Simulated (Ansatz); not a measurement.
Input deck for Ansatz 0.2.0, then the block of the output on the nuclei.

The cell is a COD entry, its atoms then relaxed with PBE in this cell.

```yaml
crystal:
  lattice:
    - [7.595, 0.0, 0.0]
    - [-3.7975, 6.5774629417, 0.0]
    - [0.0, 0.0, 2.9023]
  atoms:
    - { symbol: Si, position: [0.7673199111, 0.1735618873, 0.3256358183] }
    - { symbol: Si, position: [0.5937580238, 0.7673199111, 0.8256358183] }
    - { symbol: Si, position: [0.8264381127, 0.5937580238, 0.3256358183] }
    - { symbol: Si, position: [0.2326800889, 0.8264381127, 0.8256358183] }
    - { symbol: Si, position: [0.4062419762, 0.2326800889, 0.3256358183] }
    - { symbol: Si, position: [0.1735618873, 0.4062419762, 0.8256358183] }
    - { symbol: "N", position: [0.0293608826, 0.3297475828, 0.325653152] }
    - { symbol: "N", position: [0.6996132998, 0.0293608826, 0.825653152] }
    - { symbol: "N", position: [0.6702524172, 0.6996132998, 0.325653152] }
    - { symbol: "N", position: [0.9706391174, 0.6702524172, 0.825653152] }
    - { symbol: "N", position: [0.3003867002, 0.9706391174, 0.325653152] }
    - { symbol: "N", position: [0.3297475828, 0.3003867002, 0.825653152] }
    - { symbol: "N", position: [0.3333333333, 0.6666666667, -0.1744669108] }
    - { symbol: "N", position: [0.6666666667, 0.3333333333, 0.3255330892] }
kpoints:
  mp_grid: { grid: [4, 4, 10] }
scf:
  occupations: { method: fermi_dirac, width: 0.02 }
hamiltonian:
  xc: lda
  pseudopotentials: { kind: paw }
output:
  forces: true
  stress: true
  populations: true
  efg:
    quadrupole_moments_barn: { "N": 0.02044 }
    contact_densities: true
  write_density: true
  write_potential: true
  elf: true
  volumetric_format: npy
```

```sh
ansatz run input.yaml --threads 4 --pin off --max-ram 8192MiB --backend cpu --events-out ev --progress --plain --runs-dir out
```

Of the output, the block on the nuclei alone is shown; the set-up, the SCF iterations, energies, forces and stress are cut. One atom of each set with nearly equal values is shown.

```
--- PAW observables at the nuclei: V_zz in 10²¹ V/m², potentials from the cell's mean, atoms counted from 1 ---
  atom   1  Si V_zz =    +0.977525   η = 0.4248   by run symmetry: allowed
            electrostatic potential = -1360.239449 V   contact ρ = 12685.076600 e/Å³
  atom   7  N  V_zz =    -4.719741   η = 0.0810   by run symmetry: allowed   C_q = -2.3327 MHz
            electrostatic potential = -515.933242 V   contact ρ = 1388.087995 e/Å³
  atom  13  N  V_zz =    -4.645445   η = 0.0000   by run symmetry: allowed   C_q = -2.2960 MHz
            electrostatic potential = -516.336949 V   contact ρ = 1388.144618 e/Å³
```

The run took 7 s of wall time (27 s of CPU time) and 0.49 GiB at its peak, on 4 threads of Arm Neoverse V1 (aarch64; 8 cores open to the job, memory cap 8.0 GiB, no GPU), a shared host with a load of 0.8 a core.
